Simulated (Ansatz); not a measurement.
PbS (Galena):

```xyz
2
Lattice="0.0000 2.9657 2.9657 2.9657 0.0000 2.9657 2.9657 2.9657 0.0000" Properties=species:S:1:pos:R:3 pbc="T T T"
Pb    0.0000    0.0000    0.0000
S     2.9657    2.9657    2.9657
```

```yaml
Program: Ansatz 0.2.0
Task: relaxation of cell and atoms
Functional: PBE0
Potentials_or_basis: Ansatz PAW
Cutoff: "420 eV (not typed: the program's choice for these potentials)"
k_mesh: 4 × 4 × 4
Occupations: fermi-dirac, width 0.05 eV
Spin: no spin polarisation
```

At the start: volume 26.09 Å³/atom.

**Question.** Where does the relaxation end?

**Answer.** It ends after 4 steps and the volume is 26.65 Å³/atom (+2.2 %); space group Fm-3m (No. 225, to 0.05 Å).

The path:
```csv
step,energy change (eV),largest force (eV/Å),volume (Å³)
1,0.0000,0.0000,52.17
2,-0.0023,0.0000,54.01
3,-0.0042,0.0000,53.30
4,-0.0043,0.0000,53.30
```

Final structure:
```yaml
crystal:
  lattice:
    - [0.00000, 2.98695, 2.98695]
    - [2.98695, 0.00000, 2.98695]
    - [2.98695, 2.98695, 0.00000]
  atoms:
    - { symbol: Pb, position: [0.00000, 0.00000, 0.00000] }
    - { symbol: S, position: [0.50000, 0.50000, 0.50000] }
```

Caveat: the k mesh is coarse (spacing up to 0.46 Å⁻¹), so the values aren't converged, least of all with exact exchange; the plane-wave basis is chosen anew once the cell has moved, so the energies of steps on either side of that aren't comparable; the PAW data sets come from PBE, with cores solved anew for the run's functional, which leaves a small shift of forces and pressure.
